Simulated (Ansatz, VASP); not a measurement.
Fe: VASP beside Ansatz

```
CELL_PARAMETERS angstrom
0.00000 1.94174 1.96511
1.49844 0.00000 1.96511
1.49844 1.94174 0.00000
ATOMIC_POSITIONS crystal
Fe 0.00000 0.00000 0.00000
```

Alike in both runs: functional LDA; k mesh 13 × 13 × 13; occupations fermi-dirac, width 0.05 eV; collinear spin.

|  | VASP | Ansatz |
| --- | --- | --- |
| version | VASP 6.6.1 | Ansatz 0.2.0 |
| potentials or method | VASP PAW LDA potentials, release 64 (Fe), cutoff 520 eV | all-electron LAPW, scalar-relativistic |
| task | single point | band structure |

|  | VASP | Ansatz | Ansatz less VASP |
| --- | --- | --- | --- |
| gap on the k mesh at the Fermi level (eV) | none | none | - |
| pressure (GPa) | -19.5 | -18.8 | +0.65 |
| largest component of the traceless stress (GPa) | 5.78 | 5.54 | -0.243 |
| net moment per atom (μB) | 2.11 | 2.14 | +0.032 |
| size of the moment on the site where the two differ most (μB) | 2.08 | 2.17 | +0.085 |

Site moments also hang on the region over which each program counts them. A gap of «none» marks a metal or a gap that the smearing closes. Ansatz ran all-electron here, so the differences hold the error of VASP's frozen core and of both bases.

Caveats: so large a pressure means that the cell lies far from this level's equilibrium, or that cutoff or potentials fall short (VASP).
